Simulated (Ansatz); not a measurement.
# Ta (P-1) in Ansatz: notebook, part 2 of 2

Ansatz 0.2.0. Earlier steps stand in the parts before.

**3. Relaxation of cell and atoms, r2SCAN, target pressure 2 GPa, at which the enthalpy is minimised (cell sheared at random, sigma 0.03, atoms nudged by 0.01 Å)**

Input file input.yaml:

```yaml
crystal:
  lattice:
    - [-1.71384034, 1.6638007, 1.605951]
    - [1.69320357, -1.68230212, 1.60381565]
    - [1.68622365, 1.65468543, -1.62445243]
  atoms:
    - { symbol: Ta, position: [0.0, 0.0, 0.0] }
hamiltonian:
  xc: r2scan
  pseudopotentials: { kind: paw }
kpoints:
  mp_grid: { grid: [11, 11, 11] }
scf:
  occupations: { method: fermi_dirac, width: 0.05 }
output:
  forces: true
  stress: true
  eigenvalues: true
relax:
  f_tol: 0.01
  max_steps: 40
  cell: { stress_tol: 0.05, p_target: 2.0 }
```

Potentials or basis: Ansatz PAW.

On the command line:

```sh
$ ansatz run input.yaml --threads 2 --pin off --max-ram 5632MiB --backend cpu --events-out ev --progress --plain --runs-dir out
```

The log of the run:

```text
Warning: RAYON_NUM_THREADS=2 ignored (pool sized by the plan → 2); use --threads N
Engine: ansatz 0.2.0, aarch64-unknown-linux-gnu
Pseudopotentials: kind: paw
Pseudopotential: Ta, paw, valence charge 13, recommended cutoff 500 eV (meta_gga), Ta.paw.azcp
Functional definition: r2SCAN
  parameter k0 = 0.174
  parameter k1 = 0.065
  parameter a1 = 4.9479
  exchange = r2scan_x(k0 = k0, k1 = k1, a1 = a1)
  correlation = r2scan_c
Crystal: 1 atoms, lattice volume = 17.996 Å³
Basis set: ecut = 500 eV, 449 PW (Γ), exchange–correlation on 96×96×96 points (64 copies of the dense FFT grid, shifted against one another)
Bands: 11, of which v1, the nominal top of the filled ones, is band 7 counted from 1 (6 counted from 0)
Symmetry: 2 space group operations
Space group: P-1 (ITA 2), of the structure as read, at distance tolerance 2.6e-5 Å
k-points: 666 of 1331
Non-local potential: Ta, projectors of the file, l = 0: 3, l = 1: 2, l = 2: 2, l = 3: 1
PAW form: soft (Blöchl's): semilocal exchange-correlation on the pseudo side does not see the compensation charge
PAW frozen core: Ta, regenerated for the run's functional (the file was generated under x = pbe(κ = 0.804, μ = 0.2195149727645171), c = pbe(β = 0.06672455060314922))
PAW one-centre angular grid: Ta, 590 points (default); XC on 160 Gauss nodes
Initial density: superposition of atomic densities (neutral atoms: chi_scale 0, normalization atom), corrected by the library's trained network
Initial wavefunctions: pseudopotential atomic-orbital guess
Functional: x = r2scan, c = r2scan; τ floored in thin density (d = 2e-4 eV/Å³)
SCF iter   1: F=—  HF=-9944.296077 eV  |F-HF|=—  |Δ(HF+E_count)|=         —  Δρ=6.14e-3  dr2=1.79e-3  dr2_τ=1.53e-2  ethr=1.77e-3  ⟨swp⟩=6.0  Hψ=44515  notcnv=0
preconditioner: auto → none  [metal: Δε(μ)=0.004 eV  Ē_g=8.764 eV  σ=0.050 eV  W_gap=0.02  n_scr=0 (ndim 8)  ℏωp=19.6 eV  f_vac=0.000  D(μ)=1.18/eV (n_scr^D=12)]
SCF iter   2: F=—  HF=-9944.313145 eV  |F-HF|=—  |Δ(HF+E_count)|=   1.71e-2  Δρ=3.46e-3  dr2=5.96e-4  dr2_τ=2.20e-4  ethr=1.38e-5  ⟨swp⟩=2.1  Hψ=19230  notcnv=0  defer=69
SCF iter   3: F=—  HF=-9944.313891 eV  |F-HF|=—  |Δ(HF+E_count)|=   7.46e-4  Δρ=4.42e-4  dr2=1.32e-5  dr2_τ=1.35e-5  ethr=4.58e-6  ⟨swp⟩=2.8  Hψ=11548  notcnv=0  defer=69
SCF iter   4: F=—  HF=-9944.313893 eV  |F-HF|=—  |Δ(HF+E_count)|=   2.78e-6  Δρ=1.03e-4  dr2=7.50e-7  dr2_τ=4.78e-7  ethr=1.02e-7  ⟨swp⟩=2.9  Hψ=11923  notcnv=0  defer=69
[... 47 lines left out ...]
SCF iter   5: F=-9944.323671 eV  HF=-9944.323671 eV  |F-HF|=0.00e0  |Δ(HF+E_count)|=  1.75e-10  Δρ=1.92e-7  dr2=3.12e-12  dr2_τ=1.27e-12  ethr=1.00e-12  ⟨swp⟩=4.1  Hψ=32622  notcnv=0
SCF 5 converged in 5 iterations: F = -9944.323671 eV  dr2 = 3.12e-12
relax step   5: F+E_penalty+E_count = -9944.32367051 eV  Δ(F+E_penalty+E_count) = +5.160e-5 eV  max|allowed force component| = 0.000e0 eV/Å  Δτ_max = 0.0000 Å  P = +2.004 GPa  Ω = 17.839 Å³  stress off target by 3.46e-2 GPa  SCF on the basis re-selected at this cell (its energy is not comparable with the rows above)  (5 SCF iters)
basis re-selected at this cell: Δ(F+E_penalty+E_count) = +5.160e-5 eV, ΔP = -0.000 GPa vs the last step (what re-selecting the basis moved, of the pressure what is left beyond the Pulay correction that the steps carried, after the strain that the cell walked since its last selection, with what the two solves' SCF thresholds leave and, on support functions, any second-order correction that the steps lacked; it is no measure of the basis error at this ecutwfc). This SCF's stress stands 3.46e-2 GPa from its target on what of the cell is left free (relax.cell.stress_tol is 5.00e-2 GPa) and its largest allowed force component is 0.00e0 eV/Å (relax.f_tol is 1.00e-2 eV/Å): within both
SCF converged after 5 iterations
Free energy (F): -9944.323671 eV
Harris-Foulkes:  -9944.323671 eV  (|F-HF|=0.00e0)
Internal energy: -9944.314194 eV  (E = F + TS)
E sigma→0 (E₀):  -9944.318932 eV
Entropy (-TS):   -0.009476 eV (-9.476 meV/atom)
Fermi energy:    18.665008 eV
--- Per-component energies (eV) ---
  E_band       = -113.656988
  E_kinetic    = 367.359166
  E_local      = -542.150229  (includes V_loc(G=0)·N_el)
  E_nonlocal   = 15.171129
  E_hartree    = 188.797599
  E_xc         = -204.550340
  E_vxc        = -222.285214  (∫ρ·V_xc dr)
  E_paw        = -8423.083874  (= ΣΔE_a)
  E_vpaw       = -120.591030  (= ΣTr[D̂ρ^β])
  E_aug_tail   = 0.000083  (compensation charges beyond the density's cutoff)
  E_vtau       = 11.243918  (kinetic-family band-sum trace: ∫τ·v_τ [+ j·A + Jᵃ·Aᵃ] dr)
  E_ewald      = -1345.101449
  E_core_change = -0.756280  (= ΣΔE_core)
  E_smearing   = -0.009476  (= −TS)
  E_closure    = 0.000000  (closes the sum)
  Σ components = -9944.323671   (vs F -9944.323671, Δ=0.00e0)
--- Forces (eV/Å), atoms counted from 1 ---
  atom   1  Ta     0.00000000     0.00000000     0.00000000
  max |Σ_I F_I| component: 0.00e0 eV/Å
--- Stress (GPa, compression-positive) ---
        1.983064       0.009201       0.010569
        0.009201       2.002084       0.012209
        0.010569       0.012209       2.026001
  P = ⅓ Tr σ = 2.0037 GPa (20.037 kbar)
--- Band table (eV; the first three rows and the last of 666) ---
  k-point 0: bands = ["-50.1814", "-15.4337", "-15.4337", "-15.4332", "10.3590", "19.5282", "19.5334", "19.5370", "23.0461", "23.0555", "34.0034"]
  k-point 1: bands = ["-50.1710", "-15.5432", "-15.4669", "-15.4344", "10.7424", "19.2847", "19.4378", "19.9118", "22.6686", "23.0537", "34.3375"]
  k-point 2: bands = ["-50.1429", "-15.8296", "-15.5555", "-15.4361", "11.7810", "18.6780", "19.0169", "21.0120", "22.2865", "23.1039", "34.8021"]
  k-point 665: bands = ["-50.0659", "-16.4801", "-15.8003", "-15.5361", "14.6937", "17.2459", "18.1278", "23.1056", "23.7529", "26.1817", "32.3862"]
--- Relaxed structure (4 steps of the walk, 4 accepted, 1 SCFs on fresh bases) ---
  F+E_penalty+E_count = -9944.32367051 eV   max|allowed force component| = 0.000e0 eV/Å   (the final SCF, on the basis selected at the relaxed cell)
  cell:  # Å, volume = 17.8386 Å³
    - [-1.64666203487743, 1.646022122295869, 1.6455019565307547]
    - [1.6464570871070694, -1.646256947211436, 1.6455354386028684]
    - [1.6464827986742903, 1.6460817156952132, -1.6457379874913571]
  atoms:
    - { symbol: Ta, position: [0.0, 0.0, 0.0] }
```

It took 87 s on 2 threads of Arm Neoverse N1, shared host; peak memory 0.53 GiB.

What came out:

```yaml
Free_energy: -9944.3237 eV
Relaxed_volume: 17.84 Å³/atom
Relaxed_cell: a = 2.851 Å, b = 2.851 Å, c = 2.851 Å, α = 109.45°, β = 109.47°, γ = 109.50°
Space_group_after_relaxing_to_0.05_Å: Im-3m (No. 229)
Energy_change_on_relaxing_the_enthalpy_is_what_falls: -9.8 meV/atom
Ionic_steps: 5
Pressure_after_relaxing: 2.0 GPa
Band_gap_on_the_k_mesh: none (metal or under the smearing width)
```

Step by step:
```tsv
step	energy change (eV)	largest force (eV/Å)	volume (Å³)
1	0.0000	0.0000	18.00
2	0.0042	0.0000	17.41
3	-0.0103	0.0000	17.90
4	-0.0098	0.0000	17.84
5	-0.0098	0.0000	17.84
```

Final structure:
```cif
data_structure
_symmetry_space_group_name_H-M 'P 1'
_symmetry_Int_Tables_number 1
_cell_length_a 2.8511
_cell_length_b 2.8511
_cell_length_c 2.8511
_cell_angle_alpha 109.453
_cell_angle_beta 109.473
_cell_angle_gamma 109.498
_cell_volume 17.84
loop_
_atom_site_label
_atom_site_type_symbol
_atom_site_fract_x
_atom_site_fract_y
_atom_site_fract_z
_atom_site_occupancy
Ta1 Ta 0.00000 0.00000 0.00000 1
```

Caveat: the plane-wave basis is chosen anew once the cell has moved, so the energies of steps on either side of that aren't comparable; the PAW data sets come from PBE, with cores solved anew for the run's functional, which leaves a small shift of forces and pressure.

**4. Relaxation of cell and atoms, r2SCAN, target pressure 5 GPa, at which the enthalpy is minimised (cell sheared at random, sigma 0.03, atoms nudged by 0.01 Å)**

input.yaml, as its differences from that of step 3:

```diff
@@ -18,2 +18,6 @@
   eigenvalues: true
+  write_density: true
+  write_potential: true
+  elf: true
+  volumetric_format: npy
 relax:
@@ -21,2 +25,2 @@
   max_steps: 40
-  cell: { stress_tol: 0.05, p_target: 2.0 }
+  cell: { stress_tol: 0.05, p_target: 5.0 }
```

Potentials or basis: Ansatz PAW.

On the command line:

```sh
$ ansatz run input.yaml --threads 2 --pin off --max-ram 5632MiB --backend cpu --events-out ev --progress --plain --runs-dir out
```

The log of the run:

```text
Warning: RAYON_NUM_THREADS=2 ignored (pool sized by the plan → 2); use --threads N
[... 9 set-up lines as earlier in the session ...]
Crystal: 1 atoms, lattice volume = 17.996 Å³
Basis set: ecut = 500 eV, 449 PW (Γ), exchange–correlation on 96×96×96 points (64 copies of the dense FFT grid, shifted against one another)
Bands: 11, of which v1, the nominal top of the filled ones, is band 7 counted from 1 (6 counted from 0)
[... 2 set-up lines as earlier in the session ...]
k-points: 666 of 1331
[... 7 set-up lines as earlier in the session ...]
SCF iter   1: F=—  HF=-9944.296077 eV  |F-HF|=—  |Δ(HF+E_count)|=         —  Δρ=6.14e-3  dr2=1.79e-3  dr2_τ=1.53e-2  ethr=1.77e-3  ⟨swp⟩=6.0  Hψ=44515  notcnv=0
preconditioner: auto → none  [metal: Δε(μ)=0.004 eV  Ē_g=8.764 eV  σ=0.050 eV  W_gap=0.02  n_scr=0 (ndim 8)  ℏωp=19.6 eV  f_vac=0.000  D(μ)=1.18/eV (n_scr^D=12)]
SCF iter   2: F=—  HF=-9944.313145 eV  |F-HF|=—  |Δ(HF+E_count)|=   1.71e-2  Δρ=3.46e-3  dr2=5.96e-4  dr2_τ=2.20e-4  ethr=1.38e-5  ⟨swp⟩=2.1  Hψ=19230  notcnv=0  defer=69
SCF iter   3: F=—  HF=-9944.313891 eV  |F-HF|=—  |Δ(HF+E_count)|=   7.46e-4  Δρ=4.42e-4  dr2=1.32e-5  dr2_τ=1.35e-5  ethr=4.58e-6  ⟨swp⟩=2.8  Hψ=11548  notcnv=0  defer=69
SCF iter   4: F=—  HF=-9944.313893 eV  |F-HF|=—  |Δ(HF+E_count)|=   2.78e-6  Δρ=1.03e-4  dr2=7.50e-7  dr2_τ=4.78e-7  ethr=1.02e-7  ⟨swp⟩=2.9  Hψ=11923  notcnv=0  defer=69
SCF iter   5: F=—  HF=-9944.313894 eV  |F-HF|=—  |Δ(HF+E_count)|=   3.97e-7  Δρ=4.62e-5  dr2=1.45e-7  dr2_τ=4.64e-8  ethr=5.77e-9  ⟨swp⟩=1.9  Hψ=8815  notcnv=0  defer=69
SCF iter   6: F=-9944.313894 eV  HF=-9944.313894 eV  |F-HF|=2.32e-9  |Δ(HF+E_count)|=   6.77e-8  Δρ=7.23e-6  dr2=4.15e-9  dr2_τ=2.33e-9  ethr=7.69e-10  ⟨swp⟩=9.3  Hψ=45139  notcnv=0
SCF 1 converged in 6 iterations: F = -9944.313894 eV  dr2 = 4.15e-9
relax step   1: F+E_penalty+E_count = -9944.31389375 eV  Δ(F+E_penalty+E_count) = +0.000e0 eV  max|allowed force component| = 0.000e0 eV/Å  Δτ_max = 0.0000 Å  P = +0.481 GPa  Ω = 17.996 Å³  (6 SCF iters, dr2 threshold 1.00e-7 eV, accepted)
Crystal: 1 atoms, lattice volume = 16.740 Å³
Basis set: ecut = 500 eV, 429 PW (Γ), exchange–correlation on 96×96×96 points (64 copies of the dense FFT grid, shifted against one another)
[... 2 set-up lines as earlier in the session ...]
iter 1 solved again at ethr=3.04e-5 eV; its pass at ethr=3.10e-3 eV (dr2=3.95e-3 eV) is discarded
SCF iter   1: F=—  HF=-9944.168171 eV  |F-HF|=—  |Δ(HF+E_count)|=         —  Δρ=5.80e-3  dr2=3.99e-3  dr2_τ=7.65e-2  ethr=3.04e-5  ⟨swp⟩=1.1  Hψ=55341  notcnv=0
preconditioner: auto → none  [metal: Δε(μ)=0.099 eV  Ē_g=9.406 eV  σ=0.050 eV  W_gap=0.46  n_scr=0 (ndim 8)  ℏωp=20.3 eV  f_vac=0.000  D(μ)=0.60/eV (n_scr^D=0)]
SCF iter   2: F=—  HF=-9944.260774 eV  |F-HF|=—  |Δ(HF+E_count)|=   9.26e-2  Δρ=2.52e-3  dr2=3.91e-4  dr2_τ=1.25e-4  ethr=3.04e-5  ⟨swp⟩=2.2  Hψ=14824  notcnv=0
SCF iter   3: F=—  HF=-9944.261375 eV  |F-HF|=—  |Δ(HF+E_count)|=   6.01e-4  Δρ=1.12e-3  dr2=7.18e-5  dr2_τ=9.60e-6  ethr=3.01e-6  ⟨swp⟩=2.6  Hψ=11061  notcnv=0
SCF iter   4: F=—  HF=-9944.261471 eV  |F-HF|=—  |Δ(HF+E_count)|=   9.54e-5  Δρ=5.40e-5  dr2=2.71e-7  dr2_τ=5.16e-8  ethr=5.52e-7  ⟨swp⟩=2.9  Hψ=11220  notcnv=0
[... 32 lines left out ...]
SCF iter   4: F=-9944.318366 eV  HF=-9944.318366 eV  |F-HF|=1.08e-9  |Δ(HF+E_count)|=   4.97e-7  Δρ=5.25e-6  dr2=1.90e-9  dr2_τ=2.25e-10  ethr=7.69e-10  ⟨swp⟩=6.3  Hψ=41088  notcnv=0
SCF 5 converged in 4 iterations: F = -9944.318366 eV  dr2 = 1.90e-9
relax step   5: F+E_penalty+E_count = -9944.31836575 eV  Δ(F+E_penalty+E_count) = +6.409e-5 eV  max|allowed force component| = 0.000e0 eV/Å  Δτ_max = 0.0000 Å  P = +5.007 GPa  Ω = 17.588 Å³  energy of the carried Pulay correction = +1.640e-4 eV  (4 SCF iters, dr2 threshold 1.00e-7 eV, accepted)
[... 1 set-up line as earlier in the session ...]
iter 1 solved again at ethr=2.35e-8 eV; its pass at ethr=3.10e-3 eV (dr2=3.05e-6 eV) is discarded
SCF iter   1: F=—  HF=-9944.318215 eV  |F-HF|=—  |Δ(HF+E_count)|=         —  Δρ=1.16e-4  dr2=2.17e-7  dr2_τ=2.33e-6  ethr=2.35e-8  ⟨swp⟩=3.5  Hψ=66474  notcnv=0
preconditioner: auto → none  [metal: Δε(μ)=0.072 eV  Ē_g=8.970 eV  σ=0.050 eV  W_gap=0.32  n_scr=0 (ndim 8)  ℏωp=19.8 eV  f_vac=0.000  D(μ)=1.05/eV (n_scr^D=12)]
SCF iter   2: F=—  HF=-9944.318215 eV  |F-HF|=—  |Δ(HF+E_count)|=   8.68e-7  Δρ=5.72e-5  dr2=5.24e-8  dr2_τ=1.02e-7  ethr=1.67e-9  ⟨swp⟩=2.1  Hψ=10985  notcnv=0
SCF iter   3: F=—  HF=-9944.318216 eV  |F-HF|=—  |Δ(HF+E_count)|=   3.14e-7  Δρ=3.37e-6  dr2=8.53e-10  dr2_τ=3.04e-10  ethr=4.03e-10  ⟨swp⟩=2.2  Hψ=11017  notcnv=0
SCF iter   4: F=—  HF=-9944.318216 eV  |F-HF|=—  |Δ(HF+E_count)|=  7.97e-10  Δρ=1.17e-6  dr2=1.05e-10  dr2_τ=1.82e-11  ethr=6.56e-12  ⟨swp⟩=2.8  Hψ=11799  notcnv=0
SCF iter   5: F=-9944.318216 eV  HF=-9944.318216 eV  |F-HF|=1.27e-11  |Δ(HF+E_count)|=  1.69e-10  Δρ=1.61e-7  dr2=1.91e-12  dr2_τ=1.04e-12  ethr=1.00e-12  ⟨swp⟩=4.0  Hψ=33788  notcnv=0
SCF 6 converged in 5 iterations: F = -9944.318216 eV  dr2 = 1.91e-12
relax step   6: F+E_penalty+E_count = -9944.31821579 eV  Δ(F+E_penalty+E_count) = +1.500e-4 eV  max|allowed force component| = 0.000e0 eV/Å  Δτ_max = 0.0000 Å  P = +5.003 GPa  Ω = 17.588 Å³  stress off target by 3.65e-2 GPa  SCF on the basis re-selected at this cell (its energy is not comparable with the rows above)  (5 SCF iters)
basis re-selected at this cell: Δ(F+E_penalty+E_count) = +1.500e-4 eV, ΔP = -0.003 GPa vs the last step (what re-selecting the basis moved, of the pressure what is left beyond the Pulay correction that the steps carried, after the strain that the cell walked since its last selection, with what the two solves' SCF thresholds leave and, on support functions, any second-order correction that the steps lacked; it is no measure of the basis error at this ecutwfc). This SCF's stress stands 3.65e-2 GPa from its target on what of the cell is left free (relax.cell.stress_tol is 5.00e-2 GPa) and its largest allowed force component is 0.00e0 eV/Å (relax.f_tol is 1.00e-2 eV/Å): within both
SCF converged after 5 iterations
Free energy (F): -9944.318216 eV
Harris-Foulkes:  -9944.318216 eV  (|F-HF|=1.27e-11)
Internal energy: -9944.309458 eV  (E = F + TS)
E sigma→0 (E₀):  -9944.313837 eV
Entropy (-TS):   -0.008758 eV (-8.758 meV/atom)
Fermi energy:    18.972382 eV
--- Per-component energies (eV) ---
  E_band       = -109.559547
  E_kinetic    = 367.915025
  E_local      = -534.075680  (includes V_loc(G=0)·N_el)
  E_nonlocal   = 15.355799
  E_hartree    = 186.635428
  E_xc         = -204.743547
  E_vxc        = -222.574060  (∫ρ·V_xc dr)
  E_paw        = -8423.184828  (= ΣΔE_a)
  E_vpaw       = -120.718547  (= ΣTr[D̂ρ^β])
  E_aug_tail   = 0.000082  (compensation charges beyond the density's cutoff)
  E_vtau       = 11.266980  (kinetic-family band-sum trace: ∫τ·v_τ [+ j·A + Jᵃ·Aᵃ] dr)
  E_ewald      = -1351.455458
  E_core_change = -0.756280  (= ΣΔE_core)
  E_smearing   = -0.008758  (= −TS)
  E_closure    = -0.000000  (closes the sum)
  Σ components = -9944.318216   (vs F -9944.318216, Δ=0.00e0)
--- Forces (eV/Å), atoms counted from 1 ---
  atom   1  Ta     0.00000000     0.00000000     0.00000000
  max |Σ_I F_I| component: 0.00e0 eV/Å
--- Stress (GPa, compression-positive) ---
        5.033402       0.010963       0.006121
        0.010963       4.991500      -0.005820
        0.006121      -0.005820       4.984919
  P = ⅓ Tr σ = 5.0033 GPa (50.033 kbar)
--- Band table (eV; the first three rows and the last of 666) ---
  k-point 0: bands = ["-49.8393", "-15.0716", "-15.0713", "-15.0712", "10.6101", "19.8310", "19.8374", "19.8389", "23.3994", "23.4089", "34.3654"]
  k-point 1: bands = ["-49.8282", "-15.1864", "-15.1064", "-15.0723", "11.0004", "19.5786", "19.7451", "20.2183", "23.0196", "23.4001", "34.7110"]
  k-point 2: bands = ["-49.7983", "-15.4867", "-15.1991", "-15.0743", "12.0546", "18.9591", "19.3148", "21.3395", "22.6330", "23.4526", "35.2003"]
  k-point 665: bands = ["-49.7165", "-16.1671", "-15.4548", "-15.1787", "14.9679", "17.5167", "18.4361", "23.4623", "24.1250", "26.6112", "32.9051"]
--- Relaxed structure (5 steps of the walk, 4 accepted, 1 SCFs on fresh bases) ---
  F+E_penalty+E_count = -9944.31821579 eV   max|allowed force component| = 0.000e0 eV/Å   (the final SCF, on the basis selected at the relaxed cell)
  cell:  # Å, volume = 17.5881 Å³
    - [-1.637877331228988, 1.638638978532377, 1.6387127163428992]
    - [1.6377783921089546, -1.6385365207571558, 1.6384910965241715]
    - [1.6376922631347317, 1.6383342468775144, -1.6386084661159044]
  atoms:
    - { symbol: Ta, position: [0.0, 0.0, 0.0] }
```

rho_z.tsv:

```text
# z_ang	rho[e/angstrom^3]
# format = ansatz-planar-average/11
# lattice	-1.637877331	1.638638979	1.638712716
# lattice	1.637778392	-1.638536521	1.638491097
# lattice	1.637692263	1.638334247	-1.638608466
# sites	1
# site	73	0.000000000	0.000000000	0.000000000
0.000000	1.251699e0
0.118228	1.239964e0
0.236455	1.200478e0
0.354683	1.124872e0
0.472911	1.009828e0
0.591139	8.636357e-1
[... 16 lines left out ...]
2.601010	1.200478e0
2.719238	1.239964e0
```

v_z.tsv:

```text
# z_ang	v_es[eV]	v_tot[eV]
# format = ansatz-planar-average/11
# xc	r2scan
# density_cutoff_ev	2000
# datasets	Ta=:simpson_from_first_knot:soft:shift=0
# lattice	-1.637877331	1.638638979	1.638712716
# lattice	1.637778392	-1.638536521	1.638491097
# lattice	1.637692263	1.638334247	-1.638608466
# sites	1
# site	73	0.000000000	0.000000000	0.000000000
0.000000	-7.231603e-1	-1.724960e1
0.118228	-3.447346e-1	-1.681297e1
0.236455	7.494536e-1	-1.552506e1
0.354683	2.441770e0	-1.349785e1
0.472911	4.555778e0	-1.089905e1
0.591139	6.886199e0	-7.894815e0
[... 16 lines left out ...]
2.601010	7.494536e-1	-1.552506e1
2.719238	-3.447346e-1	-1.681297e1
```

Run time: 1.8 min. Hardware: 2 threads of Arm Neoverse N1, shared host; peak memory 0.53 GiB.

What came out:

| Item | Value |
| --- | --- |
| Free energy | -9944.3182 eV |
| Relaxed volume | 17.59 Å³/atom |
| Relaxed cell | a = 2.838 Å, b = 2.838 Å, c = 2.837 Å, α = 109.50°, β = 109.46°, γ = 109.46° |
| Space group after relaxing (to 0.05 Å) | Im-3m (No. 229) |
| Energy change on relaxing (the enthalpy is what falls) | -4.3 meV/atom |
| Ionic steps | 5 |
| Pressure after relaxing | 5.0 GPa |
| Band gap on the k mesh | none (metal or under the smearing width) |

Step by step:
```
step  energy change (eV)  largest force (eV/Å)  volume (Å³)
   1              0.0000                0.0000        18.00
   2             -0.0045                0.0000        17.64
   3             -0.0045                0.0000        17.59
   4             -0.0045                0.0000        17.59
   5             -0.0043                0.0000        17.59
```

Final structure:
```cif
data_structure
_symmetry_space_group_name_H-M 'P 1'
_symmetry_Int_Tables_number 1
_cell_length_a 2.8378
_cell_length_b 2.8376
_cell_length_c 2.8375
_cell_angle_alpha 109.496
_cell_angle_beta 109.463
_cell_angle_gamma 109.458
_cell_volume 17.59
loop_
_atom_site_label
_atom_site_type_symbol
_atom_site_fract_x
_atom_site_fract_y
_atom_site_fract_z
_atom_site_occupancy
Ta1 Ta 0.00000 0.00000 0.00000 1
```

Caveat: the plane-wave basis is chosen anew once the cell has moved, so the energies of steps on either side of that aren't comparable; the PAW data sets come from PBE, with cores solved anew for the run's functional, which leaves a small shift of forces and pressure. Spin-orbit coupling is left out, which matters for the levels of Ta.

**5. Overview**

| cell | target pressure (GPa) | gap on the mesh (eV) | pressure (GPa) |
| --- | --- | --- | --- |
| relaxed from: cell sheared at random, sigma 0.03, atoms nudged by 0.01 Å | 0 | none | 0.0 |
| relaxed to 2 GPa from: cell sheared at random, sigma 0.03, atoms nudged by 0.01 Å | 2 | none | 2.0 |
| relaxed to 5 GPa from: cell sheared at random, sigma 0.03, atoms nudged by 0.01 Å | 5 | none | 5.0 |

Alike in all rows: task relaxation of cell and atoms; level r2SCAN; potentials or basis Ansatz PAW; no spin polarisation; k mesh 11 × 11 × 11; cutoff (eV) 500; smearing fermi-dirac 0.05 eV.

Caveats: the plane-wave basis is chosen anew once the cell has moved, so the energies of steps on either side of that aren't comparable; the PAW data sets come from PBE, with cores solved anew for the run's functional, which leaves a small shift of forces and pressure.

Absolute energies hang on the potentials; compare differences alone.
